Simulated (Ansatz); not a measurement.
# TaN: the cost of one run

Computed with Ansatz 0.2.0 (DFT PBEsol, scalar-relativistic, plane waves, PAW, unless a step's input says otherwise).

3 further runs of the same task are left out: 3 set aside as unsound or not needed.

## Step 1: The structure to begin with

Symmetry: P-62m, No. 189, hexagonal system. The conventional cell has a = 5.179 Å, b = 5.179 Å, c = 2.896 Å, α = 90.00°, β = 90.00°, γ = 120.00°. Ta (site symmetry -6) is surrounded by 6 N at 2.15 Å. Around Ta (site symmetry -62m) lie 3 N at 2.04 Å. Around N (site symmetry m2m) lie 5 Ta at 2.04 to 2.15 Å.

Coordinates:

```
Ta N
1.0
     5.17892    0.00000    0.00000
    -2.58946    4.48508    0.00000
     0.00000    0.00000    2.89600
Ta N
3 3
Direct
  0.33333 0.66667 0.50000
  0.66667 0.33333 0.50000
  0.00000 0.00000 0.00000
  0.39337 0.00000 0.00000
  0.60663 0.60663 0.00000
  0.00000 0.39337 0.00000
```

It is the result of an earlier relaxation at this level (volume 11.21 Å³/atom; gap on the mesh: none (metal)).

## Step 2: Cutting the slab

Miller indices refer to the conventional cell of the relaxed bulk, P-62m (No. 189): a = 5.179 Å, b = 5.179 Å, c = 2.896 Å, α = 90.00°, β = 90.00°, γ = 120.00°.

A (100) slab, 7.5 Å thick as cut, with 17 Å of vacuum; its outer planes are Ta (top) and TaN (bottom).

The slab as cut. Layers, bottom to top:

| plane | atoms per cell | height over the lowest (Å) |
| --- | --- | --- |
| 1 | TaN | 0.00 |
| 2 | TaN | 1.63 |
| 3 | TaN | 2.86 |
| 4 | TaN | 4.49 |
| 5 | TaN | 6.11 |
| 6 | TaN | 7.34 |

## Step 3: The clean surface, relaxed

Input file input.yaml:

```yaml
crystal:
  lattice:
    - [2.8959972779, 0.0, 0.0]
    - [0.0, 5.1789208697, 0.0]
    - [0.0, 0.0, 24.4751283956]
  atoms:
    - { symbol: Ta, position: [0.0, 0.5, 0.3472913344] }
    - { symbol: "N", position: [0.0, 0.8933709402, 0.3472913344] }
    - { symbol: Ta, position: [0.5, 0.0, 0.4083748006] }
    - { symbol: "N", position: [0.0, 0.3033145299, 0.419376716] }
    - { symbol: "N", position: [0.0, 0.8033145299, 0.4584563515] }
    - { symbol: Ta, position: [0.5, 0.5, 0.4694582669] }
    - { symbol: Ta, position: [0.0, 0.0, 0.5305417331] }
    - { symbol: "N", position: [0.0, 0.3933709402, 0.5305417331] }
    - { symbol: Ta, position: [0.5, 0.5, 0.5916251994] }
    - { symbol: "N", position: [0.0, 0.8033145299, 0.6026271148] }
    - { symbol: "N", position: [0.0, 0.3033145299, 0.6417067502] }
    - { symbol: Ta, position: [0.5, 0.0, 0.6527086656] }
basis:
  ecutwfc: 420
kpoints:
  mp_grid: { grid: [10, 6, 1] }
hamiltonian:
  xc: pbesol
scf:
  occupations: { method: gaussian, width: 0.1 }
output:
  forces: true
  eigenvalues: true
  write_density: true
  write_potential: true
  elf: true
  volumetric_format: npy
relax:
  adjacent_minimum: "off"
  f_tol: 0.03
  max_steps: 70
  constraints: [{ sites: [0, 1, 2, 3, 4, 5] }]
efield:
  axis: 3
  dipole_correction: true
  ramp_width: 0.04
```

Launch:

```bash
ansatz run input.yaml --threads 2 --pin off --max-ram 5120MiB --backend cpu --events-out ev --progress --plain --runs-dir out
```

Q: Estimate wall time and peak memory on 2 threads of AMD EPYC 7R43 (Zen 3), shared host.

About 2.5 min, with a peak of 0.9 GiB.
